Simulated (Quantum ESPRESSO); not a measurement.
# Mo (Im-3m) in Quantum ESPRESSO: reference runs

How does Mo come out in PBE? The cell is run as given and disturbed.

Program: Quantum ESPRESSO 7.5. These are calculated values, not measurements. Logs are shortened: lines on timing, memory, paths and dates and some standing lists are left out, and cuts for length are marked.

### Step 1. The crystal as given

It takes space group Im-3m (No. 229, cubic). The conventional cell has a = 3.168 Å, b = 3.168 Å, c = 3.168 Å, α = 90.00°, β = 90.00°, γ = 90.00°. Mo (site symmetry m-3m) is surrounded by 8 Mo at 2.74 Å.

### Step 2. Single point, PBE

Contents of pw.in:

```
&CONTROL
  calculation = 'scf'
  prefix = 'pwscf'
  outdir = './tmp'
  pseudo_dir = './pseudo'
  tprnfor = .true.
  tstress = .true.
  disk_io = 'low'
/
&SYSTEM
  ibrav = 0
  nat = 1
  ntyp = 1
  ecutwfc = 60
  nbnd = 13
  occupations = 'smearing'
  smearing = 'fd'
  degauss = 0.00367493
/
&ELECTRONS
  conv_thr = 2d-10
  electron_maxstep = 120
  mixing_beta = 0.5
/
ATOMIC_SPECIES
Mo    95.9500 Mo_ONCV_PBE-1.0.oncvpsp.upf
CELL_PARAMETERS angstrom
  -1.5838089719    1.5838089719    1.5838089719
   1.5838089719   -1.5838089719    1.5838089719
   1.5838089719    1.5838089719   -1.5838089719
ATOMIC_POSITIONS crystal
Mo     0.0000000000    0.0000000000    0.0000000000
K_POINTS automatic
12 12 12 0 0 0
```

Contents of pp_density.in:

```
&INPUTPP
  prefix = 'pwscf'
  outdir = './tmp'
  filplot = 'density.dat'
  plot_num = 0
/
&PLOT
  nfile = 1
  filepp(1) = 'density.dat'
  iflag = 3
  output_format = 6
  fileout = 'density.cube'
/
```

Contents of pp_potential.in:

```
&INPUTPP
  prefix = 'pwscf'
  outdir = './tmp'
  filplot = 'potential.dat'
  plot_num = 11
/
&PLOT
  nfile = 1
  filepp(1) = 'potential.dat'
  iflag = 3
  output_format = 6
  fileout = 'potential.cube'
/
```

Contents of pp_elf.in:

```
&INPUTPP
  prefix = 'pwscf'
  outdir = './tmp'
  filplot = 'elf.dat'
  plot_num = 8
/
&PLOT
  nfile = 1
  filepp(1) = 'elf.dat'
  iflag = 3
  output_format = 6
  fileout = 'elf.cube'
/
```

Potentials or basis: SSSP 1.3 efficiency PBE.

On the command line:

```bash
$ OMP_NUM_THREADS=1 pw.x -in pw.in > pw.out
$ OMP_NUM_THREADS=1 pp.x -in pp_density.in > pp_density.out
$ OMP_NUM_THREADS=1 pp.x -in pp_potential.in > pp_potential.out
$ OMP_NUM_THREADS=1 pp.x -in pp_elf.in > pp_elf.out
```

pw.out:

```text
This program is part of the open-source Quantum ESPRESSO suite
     for quantum simulation of materials; please cite
[... 6 lines left out ...]
     using ibrav=0 with symmetry is DISCOURAGED, use correct ibrav instead

     Subspace diagonalization in iterative solution of the eigenvalue problem:
     a serial algorithm will be used

     G-vector sticks info
     --------------------
     sticks:   dense  smooth     PW     G-vecs:    dense   smooth      PW
     Sum         483     483    181                 6699     6699    1553

     Using Slab Decomposition

     bravais-lattice index     =            0
     lattice parameter (alat)  =       5.1840  a.u.
     unit-cell volume          =     107.2420 (a.u.)^3
     number of atoms/cell      =            1
     number of atomic types    =            1
     number of electrons       =        14.00
     number of Kohn-Sham states=           13
     kinetic-energy cutoff     =      60.0000  Ry
     charge density cutoff     =     240.0000  Ry
     scf convergence threshold =      2.0E-10
     mixing beta               =       0.5000
     number of iterations used =            8  plain     mixing
     Exchange-correlation= PBE
                           (   1   4   3   4   0   0   0)

     celldm(1)=   5.183968  celldm(2)=   0.000000  celldm(3)=   0.000000
     celldm(4)=   0.000000  celldm(5)=   0.000000  celldm(6)=   0.000000

     crystal axes: (cart. coord. in units of alat)
               a(1) = (  -0.577350   0.577350   0.577350 )
               a(2) = (   0.577350  -0.577350   0.577350 )
               a(3) = (   0.577350   0.577350  -0.577350 )

     reciprocal axes: (cart. coord. in units 2 pi/alat)
               b(1) = (  0.000000  0.866025  0.866025 )
               b(2) = (  0.866025  0.000000  0.866025 )
               b(3) = (  0.866025  0.866025  0.000000 )

     PseudoPot. # 1 for Mo read from file:
     Mo_ONCV_PBE-1.0.oncvpsp.upf
     Pseudo is Norm-conserving, Zval = 14.0
     Generated using ONCVPSP code by D. R. Hamann
     Using radial grid of 1526 points,  6 beta functions with:
                l(1) =   0
                l(2) =   0
                l(3) =   1
                l(4) =   1
                l(5) =   2
                l(6) =   2

     atomic species   valence    mass     pseudopotential
     Mo               14.00    95.95000     Mo( 1.00)

     48 Sym. Ops., with inversion, found

   Cartesian axes

     site n.     atom                  positions (alat units)
         1        Mo     tau(   1) = (   0.0000000   0.0000000   0.0000000  )

     number of k points=    72  Fermi-Dirac smearing, width (Ry)=  0.0037
                       cart. coord. in units 2pi/alat
        k(    1) = (   0.0000000   0.0000000   0.0000000), wk =   0.0011574
        k(    2) = (   0.0721688   0.0721688   0.0000000), wk =   0.0138889
        k(    3) = (   0.1443376   0.1443376   0.0000000), wk =   0.0138889
        k(    4) = (   0.2165064   0.2165064   0.0000000), wk =   0.0138889
        k(    5) = (   0.2886751   0.2886751   0.0000000), wk =   0.0138889
        k(    6) = (   0.3608439   0.3608439   0.0000000), wk =   0.0138889
[... 64 lines left out ...]
        k(   71) = (  -0.8660254  -0.0721688  -0.0721688), wk =   0.0138889
        k(   72) = (  -0.8660254  -0.8660254  -0.8660254), wk =   0.0011574

     Dense  grid:     6699 G-vectors     FFT dimensions: (  25,  25,  25)

     Initial potential from superposition of free atoms

     starting charge      13.9990, renormalised to      14.0000
     Starting wfcs are   10 randomized atomic wfcs +    3 random wfcs

     Self-consistent Calculation

     iteration #  1     ecut=    60.00 Ry     beta= 0.50
     Davidson diagonalization with overlap
     ethr =  1.00E-02,  avg # of iterations =  3.4

     Threshold (ethr) on eigenvalues was too large:
     Diagonalizing with lowered threshold

     Davidson diagonalization with overlap
     ethr =  2.55E-04,  avg # of iterations =  1.5

     total energy              =    -137.14191587 Ry
     estimated scf accuracy    <       0.03670206 Ry

     iteration #  2     ecut=    60.00 Ry     beta= 0.50
     Davidson diagonalization with overlap
     ethr =  2.62E-04,  avg # of iterations =  1.9

     total energy              =    -137.14684735 Ry
     estimated scf accuracy    <       0.00165534 Ry

     iteration #  3     ecut=    60.00 Ry     beta= 0.50
     Davidson diagonalization with overlap
     ethr =  1.18E-05,  avg # of iterations =  1.9

     total energy              =    -137.14693038 Ry
     estimated scf accuracy    <       0.00026598 Ry

     iteration #  4     ecut=    60.00 Ry     beta= 0.50
     Davidson diagonalization with overlap
     ethr =  1.90E-06,  avg # of iterations =  1.4

     total energy              =    -137.14693781 Ry
     estimated scf accuracy    <       0.00000130 Ry

     iteration #  5     ecut=    60.00 Ry     beta= 0.50
     Davidson diagonalization with overlap
     ethr =  9.28E-09,  avg # of iterations =  2.8

     total energy              =    -137.14693837 Ry
     estimated scf accuracy    <       0.00000016 Ry

     iteration #  6     ecut=    60.00 Ry     beta= 0.50
     Davidson diagonalization with overlap
     ethr =  1.14E-09,  avg # of iterations =  2.0

     total energy              =    -137.14693840 Ry
     estimated scf accuracy    <       0.00000001 Ry

     iteration #  7     ecut=    60.00 Ry     beta= 0.50
     Davidson diagonalization with overlap
     ethr =  9.53E-11,  avg # of iterations =  1.0

     total energy              =    -137.14693840 Ry
     estimated scf accuracy    <          1.8E-09 Ry

     iteration #  8     ecut=    60.00 Ry     beta= 0.50
     Davidson diagonalization with overlap
     ethr =  1.29E-11,  avg # of iterations =  2.0

     End of self-consistent calculation

          k = 0.0000 0.0000 0.0000 (   887 PWs)   bands (ev):

   -40.4041 -13.7151 -13.7151 -13.7151  13.6895  19.5323  19.5323  19.5323
    22.4964  22.4964  35.9461  35.9461  35.9461

          k = 0.0722 0.0722 0.0000 (   851 PWs)   bands (ev):

   -40.3879 -13.8101 -13.7445 -13.7158  13.9876  19.3668  19.5021  19.8149
    22.2685  22.5031  36.1512  36.4452  36.4765

          k = 0.1443 0.1443 0.0000 (   857 PWs)   bands (ev):

   -40.3433 -14.0647 -13.8242 -13.7176  14.7769  18.9449  19.3584  20.6351
    21.9449  22.5442  36.4094  37.3647  37.8520

          k = 0.2165 0.2165 0.0000 (   850 PWs)   bands (ev):

   -40.2818 -14.4020 -13.9313 -13.7201  15.6422  18.4271  19.3291  21.9039
    21.9812  22.6574  35.8040  36.9174  39.9490

          k = 0.2887 0.2887 0.0000 (   836 PWs)   bands (ev):

   -40.2196 -14.7282 -14.0363 -13.7228  15.9118  17.9616  20.1472  22.2923
    22.8458  23.4368  34.4935  35.0387  41.6381

          k = 0.3608 0.3608 0.0000 (   836 PWs)   bands (ev):

   -40.1736 -14.9607 -14.1121 -13.7248  15.7411  17.6474  21.5343  22.5807
    23.0426  24.8551  33.0900  33.3921  39.1723

          k =-0.4330-0.4330 0.0000 (   826 PWs)   bands (ev):

   -40.1567 -15.0445 -14.1395 -13.7255  15.6358  17.5372  22.4259  22.5160
    23.1302  25.4836  32.2190  32.9762  38.1868

          k = 0.1443 0.0722 0.0722 (   851 PWs)   bands (ev):

   -40.3574 -13.9852 -13.7770 -13.7388  14.5395  19.1594  19.2738  20.4228
    21.9356  22.5846  36.5442  37.1390  37.2732

          k = 0.2165 0.1443 0.0722 (   857 PWs)   bands (ev):

   -40.3044 -14.2694 -13.8730 -13.7501  15.4366  18.7034  19.0369  21.5373
    21.7439  22.7470  36.5701  37.3215  38.5477

          k = 0.2887 0.2165 0.0722 (   841 PWs)   bands (ev):

   -40.2424 -14.5834 -13.9944 -13.7551  16.0839  18.2079  19.2690  21.9155
    22.9046  23.0899  35.3129  36.1369  40.4374

          k = 0.3608 0.2887 0.0722 (   836 PWs)   bands (ev):

   -40.1883 -14.8470 -14.0995 -13.7587  16.0526  17.8298  20.3277  22.3050
    23.1438  24.6831  33.7464  34.3513  39.4134

          k = 0.4330 0.3608 0.0722 (   839 PWs)   bands (ev):

   -40.1568 -14.9962 -14.1597 -13.7608  15.8682  17.6284  21.3361  22.4542
    23.4932  25.8718  32.2823  33.4310  37.9340

          k = 0.2887 0.1443 0.1443 (   841 PWs)   bands (ev):

   -40.2508 -14.5135 -13.9680 -13.7962  16.2704  18.4443  18.6483  21.6555
    22.9049  23.1645  35.9692  36.7307  39.2505

          k = 0.3608 0.2165 0.1443 (   844 PWs)   bands (ev):

   -40.1968 -14.7317 -14.1077 -13.8175  16.6340  18.0465  19.0792  21.9078
    23.1892  24.8779  34.3390  35.6063  38.8517

          k = 0.4330 0.2887 0.1443 (   844 PWs)   bands (ev):

   -40.1569 -14.8798 -14.2242 -13.8268  16.4768  17.8319  19.9274  22.2671
    23.3953  26.6211  32.5611  34.2945  37.5033

          k = 0.5052 0.3608 0.1443 (   838 PWs)   bands (ev):

   -40.1423 -14.9320 -14.2687 -13.8296  16.3697  17.7645  20.3258  22.3638
    23.6093  27.4923  31.5848  33.7853  37.0230

          k = 0.4330 0.2165 0.2165 (   845 PWs)   bands (ev):

   -40.1570 -14.8039 -14.2780 -13.8559  16.9499  17.9578  19.1556  22.1546
    23.2863  26.9551  32.8409  34.5262  37.6258

          k = 0.5052 0.2887 0.2165 (   841 PWs)   bands (ev):

   -40.1339 -14.8061 -14.4228 -13.8711  16.9488  18.0179  19.3005  22.4940
    23.3295  28.8475  31.3805  33.1597  37.5684

          k = 0.5774 0.2887 0.2887 (   847 PWs)   bands (ev):

   -40.1255 -14.6392 -14.6392 -13.8844  17.1244  18.5716  18.5716  22.9626
    22.9626  30.8414  31.1163  31.1163  38.2696

          k = 0.1443 0.1443 0.1443 (   848 PWs)   bands (ev):

   -40.3177 -14.2289 -13.7842 -13.7842  15.2694  18.7776  18.7776  21.5631
    22.2848  22.2848  37.1657  37.3516  37.3516

          k = 0.2165 0.2165 0.1443 (   848 PWs)   bands (ev):

   -40.2629 -14.4976 -13.9044 -13.7942  16.1880  18.2722  18.5444  22.2150
    22.6120  23.0890  36.3233  36.7289  38.6332

          k = 0.2887 0.2887 0.1443 (   837 PWs)   bands (ev):

   -40.2077 -14.7363 -14.0479 -13.8043  16.5128  17.8694  19.1899  22.3939
    22.8824  24.8229  34.8376  34.9286  38.5872
[... 178 lines left out ...]
   -40.1375 -14.3883 -14.3883 -14.3883  18.2754  18.2754  18.2754  23.2495
    23.2495  30.3633  32.2473  32.2473  32.2473

          k = 0.0000 0.0000 0.4330 (   843 PWs)   bands (ev):

   -40.1769 -14.4270 -14.1662 -14.1662  17.1400  18.2780  20.2642  20.2642
    21.7327  24.2116  36.1056  38.9697  39.2359

          k =-0.0000-0.0722 0.5052 (   836 PWs)   bands (ev):

   -40.1237 -14.6075 -14.2801 -14.2098  17.2492  17.5927  20.3410  20.8770
    22.9284  25.0160  35.4871  37.4876  37.7775

          k = 0.0000-0.1443 0.5774 (   837 PWs)   bands (ev):

   -40.0845 -14.7781 -14.3620 -14.1988  16.7799  17.5752  20.1855  21.1656
    24.3982  26.7213  33.2028  35.6190  37.7512

          k = 0.0722-0.0722 0.5774 (   839 PWs)   bands (ev):

   -40.0797 -14.6958 -14.4200 -14.2491  16.9339  17.1868  20.4580  21.6961
    23.6872  26.4696  34.2163  35.2008  38.1786

          k =-0.8660-0.2165-0.2165 (   838 PWs)   bands (ev):

   -40.0701 -14.8425 -14.3917 -14.1920  16.5834  17.6000  20.1173  21.1834
    25.1025  28.2608  31.3786  34.7539  37.9457

          k =-0.7939-0.1443-0.2165 (   838 PWs)   bands (ev):

   -40.0541 -14.7614 -14.5116 -14.2437  16.6203  17.0525  20.2911  22.2641
    24.4454  28.6671  31.8578  33.5302  39.1388

          k =-0.7217-0.1443-0.1443 (   835 PWs)   bands (ev):

   -40.0430 -14.6691 -14.6691 -14.2430  16.7087  16.7087  20.1817  23.6612
    23.6612  31.0917  31.0917  31.1967  40.3012

          k =-0.0000-0.0000 0.5774 (   856 PWs)   bands (ev):

   -40.0752 -14.5910 -14.3981 -14.3981  16.8057  17.0512  21.5606  21.5606
    23.0912  25.8432  35.5631  35.5631  37.1679

          k = 0.0000-0.0722 0.6495 (   843 PWs)   bands (ev):

   -40.0395 -14.6862 -14.4829 -14.4244  16.3410  16.6515  21.8829  22.1800
    24.2072  27.4461  33.0217  33.7096  38.6641

          k =-0.8660-0.1443-0.1443 (   842 PWs)   bands (ev):

   -40.0263 -14.7387 -14.5137 -14.4154  16.1883  16.4824  21.8859  22.3516
    24.9215  29.2751  30.8490  32.8325  39.6722

          k =-0.7939-0.0722-0.1443 (   840 PWs)   bands (ev):

   -40.0161 -14.6851 -14.5966 -14.4408  16.0807  16.2237  22.0353  23.4893
    24.4668  29.2526  31.5443  31.6789  40.0581

          k = 0.0000 0.0000 0.7217 (   844 PWs)   bands (ev):

   -40.0063 -14.6339 -14.5698 -14.5698  15.8657  16.0398  23.4235  23.4235
    24.2638  28.3681  31.8435  31.8435  39.6021

          k =-0.8660-0.0722-0.0722 (   850 PWs)   bands (ev):

   -39.9941 -14.6616 -14.6013 -14.5753  15.7261  15.7827  23.7363  23.9311
    24.7925  29.7457  30.2351  30.9034  40.6137

          k =-0.8660-0.8660-0.8660 (   856 PWs)   bands (ev):

   -39.9823 -14.6331 -14.6331 -14.6331  15.5443  15.5443  24.7461  24.7461
    24.7461  29.8666  29.8666  29.8666  40.2076

     the Fermi energy is    20.8265 ev

!    total energy              =    -137.14693840 Ry
     estimated scf accuracy    <          5.1E-12 Ry
     smearing contrib. (-TS)   =      -0.00018749 Ry
     internal energy E=F+TS    =    -137.14675091 Ry

     The total energy is F=E-TS. E is the sum of the following terms:
     one-electron contribution =     -20.83629573 Ry
     hartree contribution      =      18.48307273 Ry
     xc contribution           =     -15.63247678 Ry
     ewald contribution        =    -119.16105113 Ry

     convergence has been achieved in   8 iterations

     Forces acting on atoms (cartesian axes, Ry/au):

     atom    1 type  1   force =     0.00000000    0.00000000    0.00000000

     Total force =     0.000000     Total SCF correction =     0.000000

     Computing stress (Cartesian axis) and pressure

          total   stress  (Ry/bohr**3)                   (kbar)     P=      -20.47
  -0.00013915  -0.00000000  -0.00000000          -20.47       -0.00       -0.00
  -0.00000000  -0.00013915  -0.00000000           -0.00      -20.47       -0.00
  -0.00000000  -0.00000000  -0.00013915           -0.00       -0.00      -20.47

=------------------------------------------------------------------------------=
   JOB DONE.
=------------------------------------------------------------------------------=
```

It took 12 s on 1 thread of Intel Xeon Platinum 8259CL at 2.50GHz (Skylake/Cascade Lake), shared host; peak memory 0.06 GiB.

What came out:

- Free energy: -1865.9792 eV
- Pressure: -2.0 GPa
- Band gap on the k mesh: none (metal or under the smearing width)

(Continued in part 2 of 2.)
